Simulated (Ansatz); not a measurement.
Born–Oppenheimer molecular dynamics of a periodic cell of 16 atoms, WC (start crystal WC, start structure P-6m2, volume 1.15 times the crystal's). It starts from a structure without forces on its atoms.

Level of theory: DFT PBE, scalar-relativistic, plane waves, PAW in Ansatz 0.2.0. Settings: PAW set soft_1, cutoff 420 eV, k mesh 3x3x3, fermi-dirac smearing 0.36 eV, no spin polarisation.

```yaml
ensemble: NVT, Langevin thermostat
time_step: 0.75 fs
steps_asked: 150
set_temperature: 4200 K
friction: 0.02 /fs
seed: 122565
```

Frames 1.5 fs apart, positions in Å, forces in eV/Å.

Velocities at 45 fs (Å/ps):

```
W 4.02 -0.25 -1.91
C 4.09 23.07 35.53
W -0.23 2.59 0.69
C -30.82 2.30 13.80
W -6.42 8.38 2.08
C 22.09 5.76 21.93
W -3.31 -3.34 3.36
C 3.60 -17.23 29.25
W -1.42 1.14 1.88
C 20.95 -22.98 -6.89
W -1.81 -5.22 -2.54
C -19.76 19.10 3.88
W -0.47 -3.52 2.03
C 7.77 21.73 -10.56
W 0.30 4.77 -1.07
C -4.54 9.44 -11.96
```

```xyz
16
Lattice="-2.9936 -5.1851 0.0000 4.4905 -2.5926 0.0000 0.0000 0.0000 5.8759" Properties=species:S:1:pos:R:3:forces:R:3 time_fs=45 energy_less_start_eV=7.794 T=3550
W 0.019 -5.088 -0.030 1.49 -1.69 1.03
C 1.507 -3.910 1.643 0.82 -8.47 -4.76
W -0.235 -5.285 2.853 5.14 2.43 1.52
C 1.569 -4.343 4.380 -1.62 0.47 1.49
W -1.561 -2.482 0.165 1.34 -0.86 -0.93
C 0.082 -1.840 1.617 -1.53 2.57 -1.16
W -1.654 -2.723 3.096 2.91 2.46 -1.36
C -0.150 -2.136 4.539 1.54 3.08 -0.86
W 1.499 -2.575 -0.005 0.22 0.51 -0.92
C 2.886 -1.667 1.443 2.08 0.22 -0.56
W 1.564 -2.550 2.845 -1.84 2.21 6.36
C 2.783 -1.565 4.356 1.96 -1.82 1.32
W 0.257 -0.021 -0.042 -5.43 -0.36 2.50
C -1.177 -4.085 1.447 -3.41 -1.71 -0.14
W 0.136 0.003 2.989 -3.18 -0.41 -0.49
C -1.449 -4.390 4.601 -0.50 1.38 -3.03
16
Lattice="-2.9936 -5.1851 0.0000 4.4905 -2.5926 0.0000 0.0000 0.0000 5.8759" Properties=species:S:1:pos:R:3:forces:R:3 time_fs=46.5 energy_less_start_eV=8.502 T=2951
W 0.025 -5.089 -0.033 1.02 -1.70 0.92
C 1.519 -3.886 1.691 0.89 -10.18 -6.34
W -0.234 -5.281 2.854 4.97 2.43 1.27
C 1.522 -4.339 4.405 -0.88 0.19 1.08
W -1.571 -2.470 0.169 1.32 -0.85 -0.90
C 0.114 -1.830 1.649 -2.14 2.69 -1.61
W -1.658 -2.728 3.101 2.83 2.73 -1.06
C -0.142 -2.159 4.579 1.13 3.21 -1.18
W 1.498 -2.573 -0.004 0.40 0.41 -0.70
C 2.914 -1.699 1.433 2.05 0.63 -0.28
W 1.560 -2.558 2.843 -1.48 3.89 7.96
C 2.755 -1.539 4.359 2.00 -1.97 1.36
W 0.257 -0.027 -0.039 -5.15 -0.16 2.34
C -1.165 -4.058 1.427 -3.21 -2.00 0.21
W 0.135 0.011 2.986 -3.10 -0.39 -0.46
C -1.452 -4.374 4.586 -0.66 1.06 -2.61
16
Lattice="-2.9936 -5.1851 0.0000 4.4905 -2.5926 0.0000 0.0000 0.0000 5.8759" Properties=species:S:1:pos:R:3:forces:R:3 time_fs=48 energy_less_start_eV=9.042 T=2536
W 0.030 -5.088 -0.036 0.56 -1.75 0.90
C 1.532 -3.879 1.720 0.96 -11.23 -7.38
W -0.232 -5.279 2.853 4.79 2.47 1.08
C 1.474 -4.331 4.430 -0.10 -0.01 0.62
W -1.579 -2.459 0.173 1.17 -0.83 -0.93
C 0.138 -1.819 1.683 -2.60 2.77 -2.06
W -1.661 -2.731 3.103 2.78 2.91 -0.86
C -0.141 -2.179 4.614 0.89 3.34 -1.46
W 1.500 -2.570 -0.004 0.53 0.37 -0.48
C 2.946 -1.730 1.428 1.93 0.91 -0.10
W 1.558 -2.568 2.841 -1.12 5.07 9.16
C 2.738 -1.515 4.364 1.93 -2.16 1.33
W 0.255 -0.033 -0.037 -4.81 0.08 2.13
C -1.155 -4.038 1.406 -3.03 -2.24 0.59
W 0.134 0.019 2.980 -3.03 -0.38 -0.39
C -1.456 -4.355 4.568 -0.83 0.68 -2.15
16
Lattice="-2.9936 -5.1851 0.0000 4.4905 -2.5926 0.0000 0.0000 0.0000 5.8759" Properties=species:S:1:pos:R:3:forces:R:3 time_fs=49.5 energy_less_start_eV=9.243 T=2550
W 0.034 -5.087 -0.042 0.20 -1.76 1.03
C 1.541 -3.894 1.732 0.98 -11.10 -7.51
W -0.228 -5.278 2.853 4.66 2.57 0.83
C 1.434 -4.324 4.449 0.57 -0.08 0.20
W -1.584 -2.448 0.176 0.98 -0.86 -0.97
C 0.158 -1.799 1.711 -2.81 2.65 -2.41
W -1.663 -2.734 3.105 2.77 3.06 -0.81
C -0.138 -2.202 4.637 0.72 3.46 -1.66
W 1.502 -2.569 -0.004 0.69 0.40 -0.30
C 2.994 -1.756 1.422 1.58 1.04 0.07
W 1.558 -2.577 2.840 -0.76 5.33 9.43
C 2.730 -1.485 4.368 1.71 -2.56 1.28
W 0.252 -0.040 -0.036 -4.48 0.32 1.97
C -1.146 -4.019 1.387 -2.87 -2.44 0.89
W 0.134 0.027 2.974 -2.97 -0.36 -0.32
C -1.461 -4.338 4.549 -0.97 0.32 -1.73
16
Lattice="-2.9936 -5.1851 0.0000 4.4905 -2.5926 0.0000 0.0000 0.0000 5.8759" Properties=species:S:1:pos:R:3:forces:R:3 time_fs=51 energy_less_start_eV=9.106 T=2758
W 0.038 -5.086 -0.046 -0.16 -1.72 1.27
C 1.547 -3.935 1.731 0.91 -9.71 -6.73
W -0.225 -5.276 2.854 4.55 2.69 0.55
C 1.395 -4.319 4.468 1.24 -0.01 -0.27
W -1.589 -2.436 0.180 0.77 -0.96 -1.05
C 0.182 -1.774 1.733 -2.88 2.40 -2.67
W -1.662 -2.737 3.108 2.74 3.20 -0.89
C -0.139 -2.221 4.655 0.69 3.57 -1.83
W 1.505 -2.567 -0.002 0.81 0.42 -0.13
C 3.048 -1.783 1.414 1.09 1.10 0.25
W 1.561 -2.587 2.840 -0.43 4.59 8.81
C 2.728 -1.451 4.375 1.40 -3.08 1.17
W 0.248 -0.047 -0.035 -4.14 0.56 1.84
C -1.145 -4.005 1.363 -2.68 -2.63 1.27
W 0.132 0.034 2.972 -2.92 -0.38 -0.29
C -1.472 -4.321 4.529 -1.01 -0.05 -1.30
16
Lattice="-2.9936 -5.1851 0.0000 4.4905 -2.5926 0.0000 0.0000 0.0000 5.8759" Properties=species:S:1:pos:R:3:forces:R:3 time_fs=52.5 energy_less_start_eV=8.872 T=2933
W 0.042 -5.085 -0.049 -0.51 -1.69 1.57
C 1.556 -3.991 1.724 0.73 -7.76 -5.59
W -0.224 -5.276 2.855 4.44 2.79 0.34
C 1.364 -4.308 4.495 1.87 0.08 -0.86
W -1.593 -2.424 0.185 0.63 -1.13 -1.18
C 0.202 -1.744 1.748 -2.79 2.01 -2.82
W -1.663 -2.739 3.111 2.77 3.32 -0.99
C -0.135 -2.232 4.674 0.62 3.67 -2.05
W 1.508 -2.565 0.001 0.96 0.42 0.03
C 3.095 -1.794 1.395 0.60 1.06 0.51
W 1.563 -2.599 2.840 -0.17 3.59 7.90
C 2.734 -1.420 4.386 1.05 -3.63 0.93
W 0.243 -0.056 -0.034 -3.81 0.83 1.69
C -1.151 -3.998 1.339 -2.50 -2.72 1.64
W 0.130 0.040 2.971 -2.87 -0.38 -0.26
C -1.483 -4.303 4.507 -1.03 -0.46 -0.86
16
Lattice="-2.9936 -5.1851 0.0000 4.4905 -2.5926 0.0000 0.0000 0.0000 5.8759" Properties=species:S:1:pos:R:3:forces:R:3 time_fs=54 energy_less_start_eV=8.555 T=3523
W 0.044 -5.083 -0.050 -0.88 -1.60 1.92
C 1.561 -4.068 1.719 0.43 -5.35 -4.27
W -0.223 -5.277 2.854 4.36 2.86 0.20
C 1.341 -4.294 4.527 2.42 0.18 -1.43
W -1.597 -2.411 0.192 0.67 -1.41 -1.40
C 0.220 -1.709 1.758 -2.59 1.50 -2.92
W -1.664 -2.739 3.114 2.85 3.48 -1.09
C -0.127 -2.229 4.686 0.52 3.73 -2.16
W 1.511 -2.561 0.008 1.02 0.40 0.13
C 3.138 -1.794 1.368 0.12 0.93 0.79
W 1.564 -2.607 2.840 -0.02 2.36 6.85
C 2.740 -1.391 4.399 0.75 -4.14 0.63
W 0.238 -0.065 -0.033 -3.50 1.11 1.53
C -1.166 -3.998 1.327 -2.31 -2.77 1.83
W 0.127 0.048 2.970 -2.90 -0.40 -0.27
C -1.500 -4.286 4.482 -0.93 -0.88 -0.33
16
Lattice="-2.9936 -5.1851 0.0000 4.4905 -2.5926 0.0000 0.0000 0.0000 5.8759" Properties=species:S:1:pos:R:3:forces:R:3 time_fs=55.5 energy_less_start_eV=8.253 T=3862
W 0.046 -5.084 -0.050 -1.24 -1.49 2.40
C 1.567 -4.156 1.706 -0.02 -2.92 -2.94
W -0.220 -5.276 2.855 4.22 2.76 0.21
C 1.319 -4.282 4.558 2.91 0.33 -2.01
W -1.597 -2.399 0.200 0.87 -1.83 -1.78
C 0.244 -1.673 1.759 -2.37 0.97 -2.98
W -1.666 -2.737 3.115 2.97 3.53 -1.13
C -0.114 -2.213 4.687 0.38 3.75 -2.17
W 1.516 -2.558 0.017 0.98 0.36 0.17
C 3.178 -1.798 1.340 -0.32 0.89 1.10
W 1.566 -2.616 2.842 0.05 1.22 5.91
C 2.751 -1.374 4.422 0.52 -4.46 0.12
W 0.231 -0.074 -0.034 -3.25 1.32 1.44
C -1.188 -4.003 1.320 -2.07 -2.78 1.94
W 0.125 0.057 2.971 -2.95 -0.48 -0.33
C -1.528 -4.269 4.467 -0.65 -1.19 0.05
16
Lattice="-2.9936 -5.1851 0.0000 4.4905 -2.5926 0.0000 0.0000 0.0000 5.8759" Properties=species:S:1:pos:R:3:forces:R:3 time_fs=57 energy_less_start_eV=8.094 T=3766
W 0.048 -5.085 -0.052 -1.50 -1.32 2.84
C 1.574 -4.239 1.684 -0.59 -0.97 -1.81
W -0.218 -5.276 2.855 4.04 2.52 0.35
C 1.303 -4.267 4.578 3.20 0.40 -2.40
W -1.597 -2.386 0.208 1.28 -2.30 -2.32
C 0.265 -1.646 1.758 -2.15 0.53 -3.01
W -1.669 -2.737 3.115 3.10 3.63 -1.16
C -0.092 -2.194 4.675 0.12 3.72 -2.06
W 1.522 -2.554 0.026 0.90 0.31 0.14
C 3.217 -1.806 1.312 -0.76 0.95 1.42
W 1.566 -2.627 2.845 0.06 0.48 5.29
C 2.767 -1.370 4.451 0.36 -4.54 -0.52
W 0.223 -0.085 -0.033 -3.01 1.51 1.29
C -1.211 -4.008 1.319 -1.79 -2.81 1.95
W 0.122 0.066 2.971 -3.04 -0.67 -0.41
C -1.567 -4.251 4.456 -0.20 -1.45 0.40
16
Lattice="-2.9936 -5.1851 0.0000 4.4905 -2.5926 0.0000 0.0000 0.0000 5.8759" Properties=species:S:1:pos:R:3:forces:R:3 time_fs=58.5 energy_less_start_eV=8.087 T=4203
W 0.049 -5.086 -0.054 -1.68 -1.26 3.17
C 1.586 -4.323 1.669 -1.33 0.63 -0.94
W -0.215 -5.276 2.855 3.86 2.20 0.56
C 1.291 -4.254 4.592 3.37 0.43 -2.68
W -1.596 -2.375 0.215 1.74 -2.72 -2.92
C 0.285 -1.614 1.755 -1.84 -0.01 -2.98
W -1.672 -2.739 3.114 3.27 3.67 -1.12
C -0.076 -2.168 4.655 -0.03 3.62 -1.87
W 1.526 -2.549 0.034 0.80 0.26 0.12
C 3.262 -1.817 1.282 -1.33 1.10 1.76
W 1.569 -2.640 2.849 -0.07 0.11 4.81
C 2.781 -1.383 4.482 0.27 -4.33 -1.17
W 0.213 -0.096 -0.030 -2.72 1.64 1.07
C -1.237 -4.018 1.315 -1.46 -2.83 2.01
W 0.119 0.076 2.971 -3.12 -0.90 -0.44
C -1.607 -4.237 4.453 0.28 -1.61 0.63
16
Lattice="-2.9936 -5.1851 0.0000 4.4905 -2.5926 0.0000 0.0000 0.0000 5.8759" Properties=species:S:1:pos:R:3:forces:R:3 time_fs=60 energy_less_start_eV=8.071 T=4317
W 0.050 -5.087 -0.055 -1.79 -1.24 3.33
C 1.603 -4.410 1.666 -2.22 1.92 -0.35
W -0.210 -5.275 2.855 3.69 1.84 0.75
C 1.291 -4.237 4.609 3.34 0.34 -2.84
W -1.594 -2.369 0.220 2.29 -3.02 -3.48
C 0.299 -1.576 1.746 -1.39 -0.71 -2.83
W -1.677 -2.740 3.113 3.54 3.45 -0.81
C -0.058 -2.128 4.625 -0.16 3.41 -1.60
W 1.531 -2.542 0.041 0.64 0.23 0.06
C 3.295 -1.821 1.254 -1.81 1.24 2.10
W 1.573 -2.652 2.855 -0.35 0.10 4.37
C 2.789 -1.407 4.511 0.31 -3.88 -1.72
W 0.204 -0.107 -0.027 -2.53 1.70 0.88
C -1.263 -4.031 1.313 -1.11 -2.83 2.04
W 0.116 0.088 2.970 -3.22 -1.19 -0.45
C -1.643 -4.239 4.463 0.80 -1.37 0.54
16
Lattice="-2.9936 -5.1851 0.0000 4.4905 -2.5926 0.0000 0.0000 0.0000 5.8759" Properties=species:S:1:pos:R:3:forces:R:3 time_fs=61.5 energy_less_start_eV=8.159 T=4539
W 0.051 -5.089 -0.055 -1.79 -1.24 3.26
C 1.623 -4.496 1.666 -3.23 2.94 0.00
W -0.204 -5.275 2.853 3.52 1.52 0.91
C 1.299 -4.219 4.620 3.10 0.15 -2.80
W -1.593 -2.362 0.224 2.84 -3.25 -4.00
C 0.310 -1.538 1.734 -0.97 -1.44 -2.64
W -1.683 -2.741 3.112 3.90 3.10 -0.32
C -0.040 -2.083 4.586 -0.28 3.11 -1.28
W 1.536 -2.534 0.047 0.50 0.22 -0.03
C 3.324 -1.832 1.233 -2.38 1.51 2.41
W 1.575 -2.665 2.863 -0.60 0.25 3.98
C 2.800 -1.437 4.531 0.36 -3.34 -2.07
W 0.193 -0.117 -0.023 -2.30 1.70 0.63
C -1.292 -4.051 1.310 -0.74 -2.75 2.05
W 0.113 0.099 2.970 -3.37 -1.53 -0.46
C -1.682 -4.249 4.472 1.44 -0.94 0.38
```

Of the whole run (112 fs, mean temperature of the second half 4056 K): A run of 0.11 ps of so small a system gives no equilibrium averages. Limits of this set-up: coarse k mesh.

Time of the run: 27 min on 2 threads of Arm Neoverse V1 (shared host), peak memory 0.83 GiB.
